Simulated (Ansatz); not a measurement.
# BeTe: the cost of one run

Method: DFT r²SCAN, frozen-core PAW, scalar-relativistic unless said, in Ansatz 0.2.0.

The COD entry's cell or inner coordinates are ideal or old and differ from later refinements, so a difference from it is no clean test against experiment.

### 1 The starting structure

The structure is cubic, space group F-43m (No. 216). Conventional cell: a = 5.540 Å, b = 5.540 Å, c = 5.540 Å, α = 90.00°, β = 90.00°, γ = 90.00°. Around Be (site symmetry -43m) lie 4 Te at 2.40 Å. Te (site symmetry -43m) is surrounded by 4 Be at 2.40 Å.

Structure file:

```cif
data_structure
_symmetry_space_group_name_H-M 'F-43m'
_symmetry_Int_Tables_number 216
_cell_length_a 5.5400
_cell_length_b 5.5400
_cell_length_c 5.5400
_cell_angle_alpha 90.000
_cell_angle_beta 90.000
_cell_angle_gamma 90.000
_cell_volume 170.03
loop_
_atom_site_label
_atom_site_type_symbol
_atom_site_symmetry_multiplicity
_atom_site_Wyckoff_symbol
_atom_site_fract_x
_atom_site_fract_y
_atom_site_fract_z
_atom_site_occupancy
Be1 Be 4 a 0.00000 0.00000 0.00000 1
Te1 Te 4 c 0.25000 0.25000 0.25000 1
```

Cartesian axes are those of the input's lattice vectors. The structure goes back to a database entry.

### 2 Cell and atoms relaxed, PAW

Contents of input.yaml:

```yaml
crystal:
  lattice:
    - [0.0, 2.77, 2.77]
    - [2.77, 0.0, 2.77]
    - [2.77, 2.77, 0.0]
  atoms:
    - { symbol: Be, position: [0.0, 0.0, 0.0] }
    - { symbol: Te, position: [0.75, 0.75, 0.75] }
kpoints:
  mp_grid: { grid: [10, 10, 10] }
scf:
  occupations: { method: fermi_dirac, width: 0.1 }
hamiltonian:
  xc: r2scan
  pseudopotentials: { kind: paw }
relax:
  f_tol: 0.002
  max_steps: 80
  cell: {}
output:
  forces: true
  stress: true
```

On the command line:

```bash
> ansatz run input.yaml --threads 1 --pin off --max-ram 3072MiB --backend cpu --events-out ev --progress --plain --runs-dir out
```

Q: Estimate wall time and peak memory on 1 thread of Intel Xeon Platinum 8488C (Sapphire Rapids), shared host.

About 18 s, with a peak of 0.52 GiB.
